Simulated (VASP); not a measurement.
# Ge (P4_32_12) in VASP: equation of state

Aim: energy against volume of Ge in PBEsol, for its equilibrium volume and stiffness.

Everything below comes from runs of VASP 6.6.1. Logs are shortened: lines on timing, memory, paths and dates and some standing lists are left out, and cuts for length are marked.

## (1) Starting point

The structure is tetragonal, space group P4_32_12 (No. 96). Conventional cell: a = 5.930 Å, b = 5.930 Å, c = 6.980 Å, α = 90.00°, β = 90.00°, γ = 90.00°. Ge (site symmetry 1) has 4 Ge at 2.44 to 2.55 Å as nearest neighbours. Ge (site symmetry 2) is surrounded by 4 Ge at 2.44 to 2.55 Å.

This isn't the form of Ge at room conditions, which is diamond.

## (2) Equation of state, PBEsol, 19.23 Å³/atom (volume scaled by 0.94)

Contents of INCAR:

```
PREC     = Accurate       # precision mode
ENCUT    = 520            # plane-wave cutoff, eV
EDIFF    = 1E-7           # SCF threshold, eV
ISMEAR   = -1             # smearing method
SIGMA    = 0.05           # smearing width, eV
LREAL    = F              # projectors in reciprocal space
LASPH    = T              # aspherical terms in the spheres
NELM     = 60             # most SCF steps
ALGO     = Normal         # electronic algorithm
ISIF     = 2              # what is computed and relaxed
LWAVE    = F              # write WAVECAR
LCHARG   = F              # write CHGCAR
GGA      = PS             # functional
NBANDS   = 96             # bands
KPAR     = 4
```

Contents of KPOINTS:

```
regular mesh
0
Gamma
  5 5 4
```

Contents of POSCAR:

```
Ge
1.0
    5.8089456247      0.0000000000      0.0000000000
    0.0000000000      5.8089456247      0.0000000000
    0.0000000000      0.0000000000      6.8375110388
Ge
12
Direct
    0.3750000000      0.1667000000      0.7500000000
    0.3333000000      0.8750000000      0.5000000000
    0.6250000000      0.8333000000      0.2500000000
    0.6667000000      0.1250000000      0.0000000000
    0.8750000000      0.3333000000      0.5000000000
    0.8333000000      0.6250000000      0.7500000000
    0.1250000000      0.6667000000      0.0000000000
    0.1667000000      0.3750000000      0.2500000000
    0.5750000000      0.4250000000      0.2500000000
    0.9250000000      0.9250000000      0.5000000000
    0.4250000000      0.5750000000      0.7500000000
    0.0750000000      0.0750000000      0.0000000000
```

Potentials or basis: VASP PAW PBE potentials, release 64 (Ge_d).

Started as:

```console
$ cat potpaw_PBE.64/Ge_d/POTCAR > POTCAR
$ mpirun -np 4 vasp_std > vasp.out
```

OUTCAR:

```text
PREC = Accurate
   ENCUT = 520
   EDIFF = 1E-7
   ISMEAR = -1
   LREAL = F
   LASPH = T
   NELM = 60
   ISIF = 2
   GGA = PS

 Found     18 irreducible k-points:

 Following reciprocal coordinates:
            Coordinates               Weight
  0.000000  0.000000  0.000000      1.000000
  0.200000  0.000000  0.000000      4.000000
  0.400000  0.000000  0.000000      4.000000
  0.200000  0.200000  0.000000      4.000000
  0.400000  0.200000  0.000000      8.000000
  0.400000  0.400000  0.000000      4.000000
   k-points           NKPTS =     18   k-points in BZ     NKDIM =     18   number of bands    NBANDS=     96
   number of dos      NEDOS =    301   number of ions     NIONS =     12
   total plane-waves  NPLWV = 124416
   dimension x,y,z NGX =    48 NGY =   48 NGZ =   54
   dimension x,y,z NGXF=    96 NGYF=   96 NGZF=  108
   ions per type =              12
   NGX,Y,Z   is equivalent  to a cutoff of  13.74, 13.74, 13.13 a.u.
   NGXF,Y,Z  is equivalent  to a cutoff of  27.47, 27.47, 26.26 a.u.
 SYSTEM =  unknown system
   PREC   = accura    normal or accurate (medium, high low for compatibility)
   ISTART =      0    job   : 0-new  1-cont  2-samecut
   ICHARG =      2    charge: 1-file 2-atom 10-const
   ISPIN  =      1    spin polarized calculation?
   LNONCOLLINEAR =      F non collinear calculations
   LSORBIT =      F    spin-orbit coupling
   LASPH  =      T    aspherical Exc in radial PAW
   ENCUT  =  520.0 eV  38.22 Ry    6.18 a.u.  10.80 10.80 12.71*2*pi/ulx,y,z
   NELM   =     60;   NELMIN=  2; NELMDL= -5     # of ELM steps
   EDIFF  = 0.1E-06   stopping-criterion for ELM
   LREAL  =      F    real-space projection
   EDIFFG = 0.1E-05   stopping-criterion for IOM
   NSW    =      0    number of steps for IOM
   IBRION =     -1    ionic relax: 0-MD 1-quasi-New 2-CG
   NFREE  =      0    steps in history (QN), initial steepest desc. (CG)
   ISIF   =      2    stress and relaxation
   ISYM   =      2    0-nonsym 1-usesym 2-fastsym
   POTIM  = 0.5000    time-step for ionic-motion
   TEBEG  =    0.0;   TEEND  =   0.0 temperature during run
   PSTRESS=    0.0 pullay stress
   NELECT =     168.0000    total number of electrons
   NUPDOWN=      -1.0000    fix difference up-down
   EMIN   =  10.00;   EMAX   =-10.00  energy-range for DOS
   EFERMI =   0.00;   METHOD = LEGACY
   ISMEAR =    -1;   SIGMA  =   0.05  broadening in eV -4-tet -1-fermi 0-gaus
   EFERMI_NEDOS =   21; number of points for ismear=-14 and -15
   IALGO  =     38    algorithm
   IMIX   =      4    mixing-type and parameters
     AMIX     =   0.40;   BMIX     =  1.00
     AMIX_MAG =   1.60;   BMIX_MAG =  1.00
  volume/ion in A,a.u.               =      19.23       129.75
  Fermi-wavevector in a.u.,A,eV,Ry     =   1.472811  2.783209 29.513383  2.169172
  Thomas-Fermi vector in A             =   2.587780
   LORBIT       =      0    0 simple, 1 ext, 2 COOP (PROOUT), +10 PAW based schemes
   GGA     = PS    functional components
   LHFCALC =     F    Hartree Fock is set to
   AEXX    =    0.0000 exact exchange contribution
   IVDW    =     0    specifies the selected vdW correction
   LEPSILON=     F    determine dielectric tensor
   LRPA    =     F    only Hartree local field effects (RPA)
 non-spin polarized calculation
  energy-cutoff  :      520.00
  volume of cell :      230.72
 maximum number of plane-waves:      6230
 NGX is ok and might be reduce to    48
   NGX = 21   NGY = 21   NGZ = 25

 number of electron     167.9999983 magnetization

 Free energy of the ion-electron system (eV)
  ---------------------------------------------------
  ext. energy  EPLUGINS =         0.00000000
  ---------------------------------------------------
  free energy    TOTEN  =       -57.39625116 eV

  energy without entropy =      -57.39620651  energy(sigma->0) =      -57.39622884

 E-fermi :   6.2027     XC(G=0): -11.1156

 val. band max:        5.7784071540   @ k =   0.4000   0.4000   0.0000
 cond. band min:       6.6198202479   @ k =   0.4000   0.0000   0.5000
 fundamental gap:      0.8414130938
 Fermi energy:         6.2026758801

 k-point     1 :       0.0000    0.0000    0.0000
  band No.  band energies     occupation
      1     -18.5559      2.00000
      2     -18.5258      2.00000
      3     -18.5258      2.00000
      4     -18.5015      2.00000
      5     -18.4978      2.00000
      6     -18.4965      2.00000
[... 88 lines left out ...]
     95      10.8917      0.00000
     96      10.8917      0.00000

 k-point     2 :       0.2000    0.0000    0.0000
  band No.  band energies     occupation
      1     -18.5514      2.00000
      2     -18.5268      2.00000
      3     -18.5222      2.00000
      4     -18.5082      2.00000
      5     -18.5009      2.00000
      6     -18.4971      2.00000
[... 88 lines left out ...]
     95      10.8860      0.00000
     96      10.8979      0.00000

 k-point     3 :       0.4000    0.0000    0.0000
  band No.  band energies     occupation
      1     -18.5402      2.00000
      2     -18.5298      2.00000
      3     -18.5213      2.00000
      4     -18.5198      2.00000
      5     -18.5015      2.00000
      6     -18.4996      2.00000
[... 88 lines left out ...]
     95      10.4967      0.00000
     96      10.5382      0.00000

 k-point     4 :       0.2000    0.2000    0.0000
  band No.  band energies     occupation
      1     -18.5470      2.00000
      2     -18.5257      2.00000
      3     -18.5222      2.00000
      4     -18.5128      2.00000
      5     -18.4998      2.00000
      6     -18.4931      2.00000
[... 88 lines left out ...]
     95      10.6860      0.00000
     96      10.9044      0.00000

 k-point     5 :       0.4000    0.2000    0.0000
  band No.  band energies     occupation
      1     -18.5368      2.00000
      2     -18.5284      2.00000
      3     -18.5235      2.00000
      4     -18.5217      2.00000
      5     -18.4983      2.00000
      6     -18.4953      2.00000
[... 88 lines left out ...]
     95      10.4627      0.00000
     96      10.5003      0.00000

 k-point     6 :       0.4000    0.4000    0.0000
  band No.  band energies     occupation
      1     -18.5300      2.00000
      2     -18.5289      2.00000
      3     -18.5283      2.00000
      4     -18.5246      2.00000
      5     -18.4993      2.00000
      6     -18.4983      2.00000
[... 88 lines left out ...]
     95       9.4606      0.00000
     96       9.7525      0.00000

 [... further k-points ...]

------------------------ aborting loop because EDIFF is reached ----------------------------------------

  FORCE on cell =-STRESS in cart. coord.  units (eV):
  Direction    XX          YY          ZZ          XY          YZ          ZX
  --------------------------------------------------------------------------------------
  -------------------------------------------------------------------------------------
  Total        9.3053092      9.3053092      6.9061505      0.0000000      0.0000000      0.0000000
  in kB       64.6172882     64.6172882     47.9572153      0.0000000      0.0000000      0.0000000
  external PRESSURE =      59.0639306 kB  Pullay stress =       0.0000000 kB

 VOLUME and BASIS-vectors are now :
 -----------------------------------------------------------------------------
  energy-cutoff  :      520.00
  volume of cell :      230.72
      direct lattice vectors                 reciprocal lattice vectors
     5.808945625  0.000000000  0.000000000     0.172148280  0.000000000  0.000000000
     0.000000000  5.808945625  0.000000000     0.000000000  0.172148280  0.000000000
     0.000000000  0.000000000  6.837511039     0.000000000  0.000000000  0.146252049

 POSITION                                       TOTAL-FORCE (eV/Angst)
 -----------------------------------------------------------------------------------
      2.17835      0.96835      5.12813        -0.374640     -0.211721     -0.007717
      1.93612      5.08283      3.41876         0.211721     -0.374640     -0.007717
      3.63059      4.84059      1.70938         0.374640      0.211721     -0.007717
      3.87282      0.72612      0.00000        -0.211721      0.374640     -0.007717
      5.08283      1.93612      3.41876        -0.374640      0.211721      0.007717
      4.84059      3.63059      5.12813         0.211721      0.374640      0.007717
      0.72612      3.87282      0.00000         0.374640     -0.211721      0.007717
      0.96835      2.17835      1.70938        -0.211721     -0.374640      0.007717
      3.34014      2.46880      1.70938         0.691409     -0.691409      0.000000
      5.37327      5.37327      3.41876        -0.691409     -0.691409      0.000000
      2.46880      3.34014      5.12813        -0.691409      0.691409      0.000000
      0.43567      0.43567      0.00000         0.691409      0.691409      0.000000
 -----------------------------------------------------------------------------------
    total drift:                               -0.000000      0.000000      0.000000

  FREE ENERGIE OF THE ION-ELECTRON SYSTEM (eV)
  ---------------------------------------------------
  free  energy   TOTEN  =       -57.3962511643 eV

  energy  without entropy=      -57.3962065146  energy(sigma->0) =      -57.39622884
```

Wall time 4.4 min (4 MPI ranks of AMD EPYC 7R43 (Zen 3), shared host); peak memory 0.46 GiB.

What came out:

```yaml
Free_energy: -57.3963 eV
Pressure: 5.9 GPa
Largest_force: 0.978 eV/Å
Band_gap_on_the_k_mesh: 0.84 eV, indirect (least direct gap 0.92 eV)
```

Caveat: the PAW data sets were made with another functional, which shifts forces and pressure a little; an odd mesh through Γ misses points on the zone boundary, where band edges often lie.

## (3) Equation of state, PBEsol, 19.64 Å³/atom (volume scaled by 0.96)

INCAR is that of step 2.

KPOINTS is that of step 2.

Changes to POSCAR since step 2:

```diff
@@ -2,5 +2,5 @@
 1.0
-    5.8089456247      0.0000000000      0.0000000000
-    0.0000000000      5.8089456247      0.0000000000
-    0.0000000000      0.0000000000      6.8375110388
+    5.8498550403      0.0000000000      0.0000000000
+    0.0000000000      5.8498550403      0.0000000000
+    0.0000000000      0.0000000000      6.8856641115
 Ge
```

Potentials or basis: VASP PAW PBE potentials, release 64 (Ge_d).

Started as:

```console
$ cat potpaw_PBE.64/Ge_d/POTCAR > POTCAR
$ mpirun -np 4 vasp_std > vasp.out
```

Run time: 4.2 min. Hardware: 4 MPI ranks of AMD EPYC 7R43 (Zen 3), shared host; peak memory 0.46 GiB.

It converged, with:

* Free energy: -57.5476 eV
* Pressure: 3.9 GPa
* Largest force: 0.932 eV/Å
* Band gap on the k mesh: 0.79 eV, indirect (least direct gap 0.84 eV)

Caveat: the PAW data sets were made with another functional, which shifts forces and pressure a little; an odd mesh through Γ misses points on the zone boundary, where band edges often lie.

## (4) Equation of state, PBEsol, 20.05 Å³/atom (volume scaled by 0.98)

INCAR is that of step 3.

KPOINTS is that of step 3.

Changes to POSCAR since step 3:

```diff
@@ -2,5 +2,5 @@
 1.0
-    5.8498550403      0.0000000000      0.0000000000
-    0.0000000000      5.8498550403      0.0000000000
-    0.0000000000      0.0000000000      6.8856641115
+    5.8902001431      0.0000000000      0.0000000000
+    0.0000000000      5.8902001431      0.0000000000
+    0.0000000000      0.0000000000      6.9331529509
 Ge
```

Started as:

```console
$ cat potpaw_PBE.64/Ge_d/POTCAR > POTCAR
$ mpirun -np 4 vasp_std > vasp.out
```

Run time: 4.3 min. Hardware: 4 MPI ranks of AMD EPYC 7R43 (Zen 3), shared host; peak memory 0.49 GiB.

The run converged. Its results:

| Item | Value |
| --- | --- |
| Free energy | -57.6403 eV |
| Pressure | 2.1 GPa |
| Largest force | 0.889 eV/Å |
| Band gap on the k mesh | 0.74 eV, indirect (least direct gap 0.75 eV) |

Caveat: the PAW data sets were made with another functional, which shifts forces and pressure a little; an odd mesh through Γ misses points on the zone boundary, where band edges often lie.

## (5) Equation of state, PBEsol, 20.86 Å³/atom (volume scaled by 1.02)

INCAR is that of step 4.

KPOINTS is that of step 4.

Changes to POSCAR since step 4:

```diff
@@ -2,5 +2,5 @@
 1.0
-    5.8902001431      0.0000000000      0.0000000000
-    0.0000000000      5.8902001431      0.0000000000
-    0.0000000000      0.0000000000      6.9331529509
+    5.9692726677      0.0000000000      0.0000000000
+    0.0000000000      5.9692726677      0.0000000000
+    0.0000000000      0.0000000000      7.0262265127
 Ge
```

Started as:

```console
$ cat potpaw_PBE.64/Ge_d/POTCAR > POTCAR
$ mpirun -np 4 vasp_std > vasp.out
```

Wall time 4.2 min (4 MPI ranks of AMD EPYC 7R43 (Zen 3), shared host); peak memory 0.47 GiB.

The run converged. Its results:

```yaml
Free_energy: -57.6746 eV
Pressure: -1.0 GPa
Largest_force: 0.813 eV/Å
Band_gap_on_the_k_mesh: 0.60 eV, direct
```

Caveat: the PAW data sets were made with another functional, which shifts forces and pressure a little; an odd mesh through Γ misses points on the zone boundary, where band edges often lie.

## (6) Equation of state, PBEsol, 21.27 Å³/atom (volume scaled by 1.04)

INCAR is that of step 5.

KPOINTS is that of step 5.

Changes to POSCAR since step 5:

```diff
@@ -2,5 +2,5 @@
 1.0
-    5.9692726677      0.0000000000      0.0000000000
-    0.0000000000      5.9692726677      0.0000000000
-    0.0000000000      0.0000000000      7.0262265127
+    6.0080352647      0.0000000000      0.0000000000
+    0.0000000000      6.0080352647      0.0000000000
+    0.0000000000      0.0000000000      7.0718526387
 Ge
```

Potentials or basis: VASP PAW PBE potentials, release 64 (Ge_d).

Started as:

```console
$ cat potpaw_PBE.64/Ge_d/POTCAR > POTCAR
$ mpirun -np 4 vasp_std > vasp.out
```

Run time: 4.2 min. Hardware: 4 MPI ranks of AMD EPYC 7R43 (Zen 3), shared host; peak memory 0.48 GiB.

The run converged. Its results:

* Free energy: -57.6271 eV
* Pressure: -2.2 GPa
* Largest force: 0.778 eV/Å
* Band gap on the k mesh: 0.53 eV, direct

Caveat: the PAW data sets were made with another functional, which shifts forces and pressure a little; an odd mesh through Γ misses points on the zone boundary, where band edges often lie.

## (7) Equation of state, PBEsol, 21.68 Å³/atom (volume scaled by 1.06)

INCAR is that of step 6.

KPOINTS is that of step 6.

Changes to POSCAR since step 6:

```diff
@@ -2,5 +2,5 @@
 1.0
-    6.0080352647      0.0000000000      0.0000000000
-    0.0000000000      6.0080352647      0.0000000000
-    0.0000000000      0.0000000000      7.0718526387
+    6.0463040370      0.0000000000      0.0000000000
+    0.0000000000      6.0463040370      0.0000000000
+    0.0000000000      0.0000000000      7.1168975005
 Ge
```

Started as:

```console
$ cat potpaw_PBE.64/Ge_d/POTCAR > POTCAR
$ mpirun -np 4 vasp_std > vasp.out
```

Run time: 4.5 min. Hardware: 4 MPI ranks of AMD EPYC 7R43 (Zen 3), shared host; peak memory 0.49 GiB.

It converged, with:

```
Free energy            : -57.5430 eV
Pressure               : -3.4 GPa
Largest force          : 0.745 eV/Å
Band gap on the k mesh : 0.47 eV, direct
```

Caveat: the PAW data sets were made with another functional, which shifts forces and pressure a little; an odd mesh through Γ misses points on the zone boundary, where band edges often lie.

## (8) Equation of state, PBEsol

Potentials or basis: VASP PAW PBE potentials, release 64 (Ge_d).

No new run: the results of the series are fitted here.

Results:

```yaml
Equilibrium_volume: 20.60 Å³/atom
Bulk_modulus_at_fixed_shape_and_positions: 73 GPa
Pressure_derivative_of_the_bulk_modulus: 4.9
```

Energy against volume, from the lowest point:
```csv
volume (Å³/atom),energy (meV/atom)
19.227,23.70
19.636,11.09
20.045,3.37
20.454,0.00
20.863,0.51
21.272,4.46
21.682,11.48
```

Caveat: the cell was scaled at fixed shape and fractional positions, which overstates the stiffness of a crystal with free parameters, most of all of layers and chains; the PAW data sets were made with another functional, which shifts forces and pressure a little.
